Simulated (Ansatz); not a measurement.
**NbH2: sound and stiffness along [100], [110] and [111]**

Theory: DFT PBEsol, scalar-relativistic, plane waves, PAW (Ansatz). Settings: 420 eV plane-wave cutoff, Γ-centred 16×16×16 mesh, Fermi-Dirac smearing of 0.15 eV. No spin polarisation.

The cell, relaxed at this level:
```
CELL_PARAMETERS angstrom
0.00000 2.26032 2.26032
2.26032 0.00000 2.26032
2.26032 2.26032 0.00000
ATOMIC_POSITIONS crystal
Nb 0.00000 0.00000 0.00000
H 0.25000 0.25000 0.25000
H 0.75000 0.75000 0.75000
```

In a metal, frequencies and elastic constants depend on the k mesh and the smearing, soft modes and shear constants most.

With ions relaxed, on the cubic axes: C11 = 280.4, C12 = 145.5, C44 = 86.2 GPa. The density is 6.825 g/cm³.

Question: Is the crystal stable against strain, and how anisotropic is it?

Answer: Born's conditions hold: C11 + 2C12 = 571.3, C11 − C12 = 135.0 and C44 = 86.2 GPa are all positive. B = (C11 + 2C12)/3 = 190.4 GPa. The two shear moduli are C44 and C′ = (C11 − C12)/2 = 67.5 GPa, so Zener's ratio is A = C44/C′ = 1.28: the tetragonal shear C′ is the soft one, as in many fcc and bcc metals and zincblende crystals. The Cauchy pressure C12 − C44 is 59.2 GPa; it would vanish for pair forces between atoms on inversion centres at zero pressure, and a positive value is usual with metallic or many-body binding, and where atoms off inversion centres relax under shear, which lowers C44.

Question: Give the sound speeds along the three symmetry directions.

Answer: The Christoffel equation gives ρv² for each branch:
```tsv
direction	branch	ρv²	GPa	v (m/s)
[100]	L	C11	280.4	6410
[100]	T (×2)	C44	86.2	3555
[110]	L	(C11 + C12 + 2C44)/2	299.2	6621
[110]	T, u ∥ [001]	C44	86.2	3555
[110]	T, u ∥ [1-10]	(C11 − C12)/2	67.5	3144
[111]	L	(C11 + 2C12 + 4C44)/3	305.4	6690
[111]	T (×2)	(C11 − C12 + C44)/3	73.7	3287
```

Question: How does Young's modulus depend on direction?

Answer: Inverting gives S11 = 5.524, S12 = -1.887, S44 = 11.594 TPa⁻¹. Along a unit vector (l, m, n), 1/E = S11 − 2(S11 − S12 − S44/2)(l²m² + m²n² + n²l²), where the last bracket is 0, 1/4 and 1/3 for [100], [110] and [111]: E = 181, 212 and 225 GPa. With A > 1 the body diagonal is stiffest. For a film on (001), the biaxial modulus is C11 + C12 − 2C12²/C11 = 275 GPa and the normal strain is −2C12/C11 = -1.04 times the in-plane one.